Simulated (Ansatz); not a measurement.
**How much does Cr in Al(111), 2x2 scatter?**

Aim: the resistance that Cr in Al(111), 2x2 adds to the host.

Calculated with Ansatz 0.2.0; Ansatz plane-wave DFT, PBE, PAW files, collinear spin; ballistic transport by layer matching (Landauer), zero bias; PAW set soft_1.

### 1. Set-up

The cell holds 44 atoms: 43 Al and 1 Cr. Its edges and angles: a = 5.725 Å, b = 5.725 Å, c = 25.761 Å, α = 86.8°, β = 93.2°, γ = 120.0°. It derives from Al. Regions: lead, 24 atoms (24 Al); scattering region, 20 atoms (19 Al and 1 Cr). The structure is stacked along c, and the current runs across the ab planes.

### 2. Transmission at ideal sites

The defect sits in one plane of the supercell, all atoms on ideal sites; the layers about the cell's end are the lead. The mesh across the current, 12×12, is finer than the density's, because channels open and close sharply across the zone. Energies from -0.1 to 0.1 eV in steps of 0.05 eV are too few for the program's thermal sum, so it prints no conductance; for a metal the transmission near the Fermi level serves, at a fraction of the cost.

File input.yaml:

```yaml
crystal:
  lattice:
    - [5.7246940741, 0.0, 0.0]
    - [-2.862347037, 4.957730497, 0.0]
    - [-1.4311735185, 0.8262884162, 25.7080622609]
  atoms:
    - { symbol: Al, position: [0.0075757576, 0.9924242424, 0.0454545455] }
    - { symbol: Al, position: [0.0075757576, 0.4924242424, 0.0454545455] }
    - { symbol: Al, position: [0.5075757576, 0.9924242424, 0.0454545455] }
    - { symbol: Al, position: [0.5075757576, 0.4924242424, 0.0454545455] }
    - { symbol: Al, position: [0.1893939394, 0.3106060606, 0.1363636364] }
    - { symbol: Al, position: [0.1893939394, 0.8106060606, 0.1363636364] }
    - { symbol: Al, position: [0.6893939394, 0.3106060606, 0.1363636364] }
    - { symbol: Al, position: [0.6893939394, 0.8106060606, 0.1363636364] }
    - { symbol: Al, position: [0.3712121212, 0.1287878788, 0.2272727273] }
    - { symbol: Al, position: [0.3712121212, 0.6287878788, 0.2272727273] }
    - { symbol: Al, position: [0.8712121212, 0.1287878788, 0.2272727273] }
    - { symbol: Al, position: [0.8712121212, 0.6287878788, 0.2272727273] }
    - { symbol: Al, position: [0.053030303, 0.946969697, 0.3181818182] }
    - { symbol: Al, position: [0.053030303, 0.446969697, 0.3181818182] }
    - { symbol: Al, position: [0.553030303, 0.946969697, 0.3181818182] }
    - { symbol: Al, position: [0.553030303, 0.446969697, 0.3181818182] }
    - { symbol: Al, position: [0.2348484848, 0.2651515152, 0.4090909091] }
    - { symbol: Al, position: [0.2348484848, 0.7651515152, 0.4090909091] }
    - { symbol: Al, position: [0.7348484848, 0.2651515152, 0.4090909091] }
    - { symbol: Al, position: [0.7348484848, 0.7651515152, 0.4090909091] }
    - { symbol: Cr, position: [0.4166666667, 0.0833333333, 0.5], spin: 2.5 }
    - { symbol: Al, position: [0.4166666667, 0.5833333333, 0.5] }
    - { symbol: Al, position: [0.9166666667, 0.0833333333, 0.5] }
    - { symbol: Al, position: [0.9166666667, 0.5833333333, 0.5] }
    - { symbol: Al, position: [0.0984848485, 0.9015151515, 0.5909090909] }
    - { symbol: Al, position: [0.0984848485, 0.4015151515, 0.5909090909] }
    - { symbol: Al, position: [0.5984848485, 0.9015151515, 0.5909090909] }
    - { symbol: Al, position: [0.5984848485, 0.4015151515, 0.5909090909] }
    - { symbol: Al, position: [0.2803030303, 0.2196969697, 0.6818181818] }
    - { symbol: Al, position: [0.2803030303, 0.7196969697, 0.6818181818] }
    - { symbol: Al, position: [0.7803030303, 0.2196969697, 0.6818181818] }
    - { symbol: Al, position: [0.7803030303, 0.7196969697, 0.6818181818] }
    - { symbol: Al, position: [0.4621212121, 0.0378787879, 0.7727272727] }
    - { symbol: Al, position: [0.4621212121, 0.5378787879, 0.7727272727] }
    - { symbol: Al, position: [0.9621212121, 0.0378787879, 0.7727272727] }
    - { symbol: Al, position: [0.9621212121, 0.5378787879, 0.7727272727] }
    - { symbol: Al, position: [0.1439393939, 0.8560606061, 0.8636363636] }
    - { symbol: Al, position: [0.1439393939, 0.3560606061, 0.8636363636] }
    - { symbol: Al, position: [0.6439393939, 0.8560606061, 0.8636363636] }
    - { symbol: Al, position: [0.6439393939, 0.3560606061, 0.8636363636] }
    - { symbol: Al, position: [0.3257575758, 0.1742424242, 0.9545454545] }
    - { symbol: Al, position: [0.3257575758, 0.6742424242, 0.9545454545] }
    - { symbol: Al, position: [0.8257575758, 0.1742424242, 0.9545454545] }
    - { symbol: Al, position: [0.8257575758, 0.6742424242, 0.9545454545] }
magnetization:
  spin_polarized: true
kpoints:
  mp_grid: { grid: [5, 5, 1] }
hamiltonian:
  xc: pbe
  pseudopotentials: { kind: paw, azcp: { folder: soft_1 } }
scf:
  occupations: { method: fermi_dirac, width: 0.1 }
output:
  transmission: { leads: [[0, 4]], kmesh: [12, 12], e_range: [-0.1, 0.1], de: 0.05 }
  write_potential: true
  write_density: true
  volumetric_format: npy
  elf: true
```

The run is started by

```console
ansatz run input.yaml --threads 4 --pin off --max-ram 15360MiB --backend cpu --events-out ev --progress --plain --runs-dir out
```

Numbers of over 12 decimals in the logs are rounded to 6 here.

Log:

```text
Engine: ansatz 0.2.0, aarch64-unknown-linux-gnu
Pseudopotentials: kind: paw
Pseudopotential: Al, paw, valence charge 3, recommended cutoff 420 eV (normal), soft_1/Al.paw.azcp
Pseudopotential: Cr, paw, valence charge 14, recommended cutoff 420 eV (normal), soft_1/Cr.paw.azcp
Functional definition: PBE
  parameter kappa = 0.804
  parameter beta = 0.066725
  exchange = pbe_x(kappa = kappa, mu = beta*pi^2/3)
  correlation = pbe_c(beta = beta)
Crystal: 44 atoms, lattice volume = 729.633 Å³
Basis set: ecut = 420 eV, 14337 PW (Γ)
Bands: 117, of which v1, the nominal top of the filled ones, is band 72 counted from 1 (71 counted from 0)
Symmetry: 4 space group operations
Space group: C2/m (ITA 12), of the structure as read, at distance tolerance 9.0e-5 Å
Magnetic group: BNS 12.58 (UNI 65), of the structure as read, at distance tolerance 9.0e-5 Å
k-points: 9 of 25
Non-local potential: Al, projectors of the file, l = 0: 2, l = 1: 2, l = 2: 1
Non-local potential: Cr, projectors of the file, l = 0: 3, l = 1: 2, l = 2: 3, l = 3: 1
PAW form: soft (Blöchl's): semilocal exchange-correlation on the pseudo side does not see the compensation charge
PAW one-centre angular grid: Al, 110 points (default); XC on 64 Gauss nodes
PAW one-centre angular grid: Cr, 590 points (default); XC on 64 Gauss nodes
Initial density: superposition of atomic densities (chi_scale 0.1, normalization cell)
Starting moments: Σ|m| = 2.5 μB on 1 of 44 sites
Initial wavefunctions: pseudopotential atomic-orbital guess
Functional: x = pbe(κ = 0.804, μ = 0.219515), c = pbe(β = 0.066725)
SCF iter   1: F=—  HF=-26492.129001 eV  |F-HF|=—  |Δ(HF+E_count)|=         —  Δρ=2.35e-2 (↑2.35e-2 ↓1.66e-2)  dr2=1.55e1  dr2_m=1.29e-1  M=1.980 μB ∫|m|=2.664 μB  β_m=0.30  ethr=3.10e-3  ⟨swp⟩=6.6  Hψ=9769  notcnv=0  defer=23
Mixer restart at iter 1: flushing history
preconditioner: auto → Kerker (q_TF=auto, 2.079 Å⁻¹)  [metal: Δε(μ)=0.027 eV  Ē_g=6.590 eV  σ=0.100 eV  W_gap=0.07  n_scr=96 (ndim 8)  ℏωp=16.0 eV  f_vac=0.000  D(μ)=22.07/eV (n_scr^D=152)]
spin=Collinear: Kerker preconditioning applied to the charge; magnetization (m = ρ↑ − ρ↓) channel mixes plain (no charge-response kernel on spin).
SCF iter   2: F=—  HF=-26491.664694 eV  |F-HF|=—  |Δ(HF+E_count)|=   4.64e-1  Δρ=1.03e-2 (↑9.44e-3 ↓1.03e-2)  dr2=3.53e0  dr2_m=5.87e-2  M=2.321 μB ∫|m|=2.997 μB  β_m=0.37  ethr=3.10e-3  ⟨swp⟩=3.7  Hψ=4895  notcnv=0  defer=172
SCF iter   3: F=—  HF=-26491.006381 eV  |F-HF|=—  |Δ(HF+E_count)|=   6.58e-1  Δρ=7.41e-3 (↑7.41e-3 ↓7.18e-3)  dr2=1.27e0  dr2_m=9.65e-2  M=2.441 μB ∫|m|=3.266 μB  β_m=0.67  ethr=2.47e-3  ⟨swp⟩=1.8  Hψ=2315  notcnv=0  defer=176
[...]
transmission: 278 of 2752 steps passed
transmission: 558 of 2752 steps passed
[...]
transmission: 2752 of 2752 steps passed
SCF converged after 13 iterations
Magnetization: 2.5894 μB (72.7947 up, 70.2053 down)
Absolute magnetization: 3.6853 μB (∫|ρ↑−ρ↓|, with the PAW one-centre terms)
Spin contamination: 1.1660 ħ² per cell (⟨S²⟩ above its minimum at these occupations)
Per-site moments (μB) at R_I (Å): [(-0.00139743, 1.180718), (-0.0028433, 1.180718), (0.000607895, 1.180718), (-0.00139743, 1.180718), (-0.000210303, 1.180718), (0.00113532, 1.180718), (0.00113532, 1.180718), (0.000707575, 1.180718), (-0.00178636, 1.180718), (-0.00278687, 1.180718), (-0.00278687, 1.180718), (-0.00314995, 1.180718), (-0.00357396, 1.180718), (0.00966638, 1.180718), (-0.00352898, 1.180718), (-0.00357396, [...]
Free energy (F): -26490.447146 eV
Harris-Foulkes:  -26490.447146 eV  (|F-HF|=4.58e-10)
Internal energy: -26489.740893 eV  (E = F + TS)
E sigma→0 (E₀):  -26490.094019 eV
Entropy (-TS):   -0.706253 eV (-16.051 meV/atom)
Fermi energy:    8.063784 eV
--- Per-component energies (eV) ---
  E_band       = 166.944208
  E_kinetic    = 1263.305099
  E_local      = -3264.757117  (includes V_loc(G=0)·N_el)
  E_nonlocal   = 474.896454
  E_hartree    = 1757.456180
  E_xc         = -1731.933203
  E_vxc        = -1395.811112  (∫ρ·V_xc dr)
  E_paw        = -21406.379766  (= ΣΔE_a)
  E_vpaw       = -425.600468  (= ΣTr[D̂ρ^β])
  E_aug_tail   = 0.000649  (compensation charges beyond the density's cutoff)
  E_ewald      = -3582.329188
  E_smearing   = -0.706253  (= −TS)
  E_closure    = 0.000000  (closes the sum)
  Σ components = -26490.447146   (vs F -26490.447146, Δ=0.00e0)
--- Band table (eV; the first three rows and the last of 18) ---
  k-point 0 ↑: bands = [... 68 lower, 6.7989, 6.8355, 6.9187, 7.0181, 7.0822, 7.3839, 7.5539, 7.5690, ... 41 higher]
  k-point 1 ↑: bands = [... 68 lower, 7.1192, 7.1552, 7.2395, 7.3427, 7.4658, 7.7276, 7.7613, 7.7876, ... 41 higher]
  k-point 2 ↑: bands = [... 68 lower, 7.9710, 8.0808, 8.1468, 8.1733, 8.2250, 8.3204, 8.3518, 8.4204, ... 41 higher]
  k-point 8 ↓: bands = [... 68 lower, 8.1485, 8.1688, 8.2389, 8.2490, 8.3918, 8.4604, 8.5072, 8.5819, ... 41 higher]
--- Transmission ---
  basis      : 253 plane waves across, 32 finite elements along
  points     : 43, standing for a mesh of 12 x 12
  energies   : 5 from -0.100000 to 0.100000 eV about the Fermi level, 0.050000 eV apart; the leads are filled to 0.000000 eV, and channels, transmission and decay are at 0.000000 eV
  crystal 0  : Al4, at the sites [0, 4], period 2.3371 Å, over 23.37 Å; its Hamiltonian steps by up to 11.3 meV
    offset         : up to 0.0000 Å between an atom of the period and one for which it stands
    channels       : 5.451389e0 up, 5.590278e0 down
    conductance    : none, the energies end too early or step too widely for 300 K: set another output.transmission.e_range or a lower de, or, where they end at an eighth of basis.ecutwfc, a higher one
  junction   : crystal 0 to crystal 0, 0.70 to 24.07 Å
    transmission   : 3.027224e0 up, 3.885922e0 down
    conductance    : none, the energies end too early or step too widely for 300 K: set another output.transmission.e_range or a lower de, or, where they end at an eighth of basis.ecutwfc, a higher one
```

It took 15 min on 4 threads of Arm Neoverse V1, shared host; peak memory 2.8 GiB; 54 min of CPU time.

This step gave:

```
free energy                  : -26490.4471 eV
energy at zero smearing      : -26490.0940 eV
Fermi energy                 : 8.064 eV
magnetization                : 2.589 μB
absolute magnetization       : 3.685 μB
cell area                    : 28.38 Å²
transmission, spin up        : 3.027
transmission, spin down      : 3.886
open channels, spin up       : 5.451
open channels, spin down     : 5.590
step of the lead's potential : 11.3 meV
```

Per spin. Table of transmission, zone mean by energy, zero at the Fermi level:

```csv
energy (eV),T up,T down
-0.1000,2.97,3.95
-0.0500,3.01,3.96
0.0000,3.03,3.89
0.0500,3.19,3.87
0.1000,3.31,3.90
```

Per spin. The open channels, zone mean by energy, zero at the Fermi level:

```
energy (eV)  lead up  lead down
    -0.1000     5.51       5.59
    -0.0500     5.59       5.59
     0.0000     5.45       5.59
     0.0500     5.51       5.51
     0.1000     5.67       5.67
```

Transmission over k1 and k2. At 0.0000 eV from the Fermi level, spin up.

Ten even steps from '0' (1.86) to '9' (4.18):
```
392773932002
326777663020
477277277400
377765677732
437755557763
096265556269
436775555773
323777656777
400477277277
302036677762
320023937729
033434043433
```
Columns: k1 (b1) from -0.5 to 0.417; rows upwards: k2 (b2) from -0.5 to 0.417.

Open channels over k1 and k2. At 0.0000 eV from the Fermi level, spin up.

Ten even steps from '0' (3.00) to '9' (7.00):
```
575775750220
552999275202
279599597222
579995999750
559959959975
272599999527
557995995995
505799959997
222279599597
520257299925
502205757757
255255255255
```
Columns: k1 (b1) from -0.5 to 0.417; rows upwards: k2 (b2) from -0.5 to 0.417.

Transmission over k1 and k2. At 0.0000 eV from the Fermi level, spin down.

Ten even steps from '_' (2.29) to '@' (5.39):
```
::====++++====::__::::__
--==--%%@@%%--==--::__::
..++%%++@@@@++%%++..::::
--++@@@@@@++@@@@@@++--__
::==%%@@++@@@@++@@%%==::
..==--++@@@@@@@@@@++--==
::::==%%@@++@@@@++@@%%==
--__--++@@@@@@++@@@@@@++
..::::..++%%++@@@@++%%++
--::__::--==--%%@@%%--==
::__::::__::====++++====
..::--..--::..::--..--::
```
Columns: k1 (b1) from -0.5 to 0.417; rows upwards: k2 (b2) from -0.5 to 0.417.

Open channels over k1 and k2. At 0.0000 eV from the Fermi level, spin down.

Values, 12 rows by 12 columns:
```
5.00 6.00 6.00 7.00 7.00 6.00 6.00 5.00 3.00 4.00 4.00 3.00
5.00 6.00 4.00 7.00 7.00 7.00 4.00 6.00 5.00 4.00 3.00 4.00
4.00 7.00 7.00 5.00 7.00 7.00 5.00 7.00 7.00 4.00 4.00 4.00
5.00 7.00 7.00 7.00 7.00 5.00 7.00 7.00 7.00 7.00 5.00 3.00
5.00 6.00 7.00 7.00 5.00 7.00 7.00 5.00 7.00 7.00 6.00 5.00
4.00 6.00 4.00 5.00 7.00 7.00 7.00 7.00 7.00 5.00 4.00 6.00
5.00 5.00 6.00 7.00 7.00 5.00 7.00 7.00 5.00 7.00 7.00 6.00
5.00 3.00 5.00 7.00 7.00 7.00 7.00 5.00 7.00 7.00 7.00 7.00
4.00 4.00 4.00 4.00 7.00 7.00 5.00 7.00 7.00 5.00 7.00 7.00
5.00 4.00 3.00 4.00 5.00 6.00 4.00 7.00 7.00 7.00 4.00 6.00
5.00 3.00 4.00 4.00 3.00 5.00 6.00 6.00 7.00 7.00 6.00 6.00
4.00 5.00 5.00 4.00 5.00 5.00 4.00 5.00 5.00 4.00 5.00 5.00
```
Columns: k1 (b1) from -0.5 to 0.417; rows upwards: k2 (b2) from -0.5 to 0.417.

Spin density in the ca plane at fractional y = 0.083, with atoms of Cr and Al within 0.2 Å of it.

Values in e/Å³, 8 rows by 16 columns, each cell a mean:
```
0.0 0.0 0.0 0.0 0.0 0.0 0.0 0.0 0.0 0.0 0.0 0.0 0.0 0.0 0.0 0.0
0.0 0.0 0.0 0.0 0.0 0.0 0.0 0.0 0.0 0.0 0.0 0.0 0.0 0.0 0.0 0.0
0.0 0.0 0.0 0.0 0.0 0.0 0.0 0.0 0.0 0.0 0.0 0.0 0.0 0.0 0.0 0.0
0.0 0.0 0.0 0.0 0.0 0.0 0.0 0.0 0.1 0.5 0.1 0.0 0.0 0.0 0.0 0.0
0.0 0.0 0.0 0.0 0.0 0.0 0.0 0.0 0.3 2.1 0.1 0.0 0.0 0.0 0.0 0.0
0.0 0.0 0.0 0.0 0.0 0.0 0.0 0.0 0.1 0.5 0.1 0.0 0.0 0.0 0.0 0.0
0.0 0.0 0.0 0.0 0.0 0.0 0.0 0.0 0.0 0.0 0.0 0.0 0.0 0.0 0.0 0.0
0.0 0.0 0.0 0.0 0.0 0.0 0.0 0.0 0.0 0.0 0.0 0.0 0.0 0.0 0.0 0.0
```
Columns run along c (16.0 Å, from fractional 0.14 to 0.77 of the cell), rows up along a (5.7 Å). Atoms in or near the plane, at fractional coordinates: Cr at (0.50, 0.42), Al at (0.50, 0.92).

Electrostatic potential energy in the ca plane at fractional y = 0.083, with atoms of Cr and Al within 0.2 Å of it. With pseudopotentials it is smooth inside the atoms' cores, unlike the true potential.

Ten even steps from '0' (-9.7 eV) to '9' (9.9 eV), each cell a mean:
```
88984111378877899998997239814899999999999840
89961495169999999999997239814899899998778862
89961484169988999988898412127887779985335886
89973011478655789866688854478875468862003798
78997545787301378743479988899863257861003788
78999888986100278743479986689875468874236875
78999767887311478865789730037987789997778861
78986312588655799988898300005899899999999841
89972252168888999999998100003899999999889851
89961595169999999999998200005998889987557874
89971252278877899977888620148986578873114788
88985212687522588754579976789864357861003799
78998777886200278742479988899864357862014787
78999888986200378754579864468876678986457872
78998545787423689877788512116898899998889850
```
Columns run along c (16.0 Å, from fractional 0.14 to 0.77 of the cell; values clipped at the 3rd and 97th percentile), rows up along a (5.7 Å). Atoms in or near the plane, at fractional coordinates: Cr at (0.50, 0.42), Al at (0.50, 0.92).

ELF in the ca plane at fractional y = 0.083, with atoms of Cr and Al within 0.2 Å of it. It is the smooth field of the valence electrons, not physical close to the nuclei.

Ten even steps from '0' (0.08) to '9' (0.86), each cell a mean:
```
66555313666776422356666501016666642124566662
66664000466665322356666501016666653234676665
66664000466665422456666631256566665455566666
66565213666766544566655666665556666665335656
65445566666544666665555555544555567775335656
65434566556423676665554321123566665565566666
65434666666544565566763113311467654345676664
65445545666766543456762157741367642224566662
66565101576665422246651269951366642224666663
66664000476665322346752157731367653345666666
66665001566766433456763123212467665565446666
66555445666655655666664211123555566775335556
65444666656433677765555455555555566665446666
65334566656433566666555666666566665445676665
65445666666665554566666641146666653234666663
```
Columns run along c (16.0 Å, from fractional 0.14 to 0.77 of the cell), rows up along a (5.7 Å). Atoms in or near the plane, at fractional coordinates: Cr at (0.50, 0.42), Al at (0.50, 0.92).

Nearest the Fermi level spin up passes 3.03 of 5.45 channels of the lower lead and spin down 3.89 of 5.59.

### 3. Resistance at ideal sites

This step: Ansatz plane-wave DFT, PBE, PAW files, collinear spin; ballistic transport by layer matching (Landauer), zero bias; area resistance of the defect plane and resistivity an atomic per cent; PAW set soft_1 (Ansatz 0.2.0).

This step gave:

```
area resistance                                                                                 : 0.3647 fΩ m²
T over the leads' mean channel count                                                            : 0.6305
spin asymmetry γ                                                                                : -0.3068 (R down - R up) / (R down + R up)
resistivity per at.% scaled from this dense plane, with the factor 3/4 for isotropic scattering : 4.681 µΩ cm
```

Averaged over the energies near the Fermi level, 63.0 % of the channels pass, which makes 0.365 fΩ m².

By hand, with means over the energies near the Fermi level: RA per spin = A (h/e²)(1/T − ½[1/N₁ + 1/N₂]); spin up: 28.38×10⁻²⁰ m² × 25 813 Ω × (1/3.078 − ½[1/5.516 + 1/5.516]) = 1.05 fΩ m²; spin down: 28.38×10⁻²⁰ m² × 25 813 Ω × (1/3.907 − ½[1/5.562 + 1/5.562]) = 0.558 fΩ m². The spins conduct in parallel, so 1/RA = 1/1.05 + 1/0.558 and RA = 0.365 fΩ m²; γ = (0.558 − 1.05)/(0.558 + 1.05) = -0.31.

### 4. Results

```
share of channels that pass, rigid                              : 0.630
area resistance, rigid                                          : 0.365 fΩ m²
resistivity per at.% from the area resistance, times 3/4, rigid : 4.68 µΩ cm
```

**Reading.** The plane of defects adds 0.36 fΩ m². Scaled to one atomic per cent that is 6.2 µΩ cm as it stands and 4.7 with the factor 3/4 for isotropic scattering on a spherical Fermi surface; with the reflection in place of the resistance taken as linear in the density it would be 3.0. These are rough estimates of the dilute value, not bounds. One Cr in each 2x2 cell reflects 37 % of the lead's channels. The defect scatters spin up more strongly (asymmetry -0.31). The defects form a dense periodic sheet that scatters coherently, unlike a dilute random alloy. T and N are means over the solved energies nearest the Fermi level. One magnetic start was tried, and the two spins conduct in parallel without mixing.

[Logs are printed without paths, hosts, clocks, repeated set-up lines and the standing remarks that a program may print on its own settings, such as how far it seeks lower states.]

[Hosts, paths, dates, database ids (printed as entryN), source tags and the programs' standing remarks are cut or masked in the printed files.]
